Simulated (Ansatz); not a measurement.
La:

```
La
1.0
    -2.12383    2.12383    2.12383
     2.12383   -2.12383    2.12383
     2.12383    2.12383   -2.12383
La
1
Direct
  0.00000 0.00000 0.00000
```

This isn't the form of La at room conditions, which is double hcp.

Base run:

| Item | Value |
| --- | --- |
| Program | Ansatz 0.2.0 |
| Functional | PBEsol |
| Potentials or basis | all-electron LAPW, scalar-relativistic |
| Cutoff | 123 eV |
| Density cutoff | 493 eV |
| Basis error allowed | 0.001 eV/atom |
| k mesh | 9 × 9 × 9 |
| Occupations | fermi-dirac, width 0.05 eV |
| Spin | no spin polarisation |

Its results: pressure -2.5 GPa.

**Question.** The run is repeated on the same cell with these changes: functional from PBEsol to LDA. What comes out?

**Answer.** Pressure -3.8 GPa.

LDA binds more tightly than PBEsol, so the same cell stands under less pressure.

Not every run made on this cell is shown here.
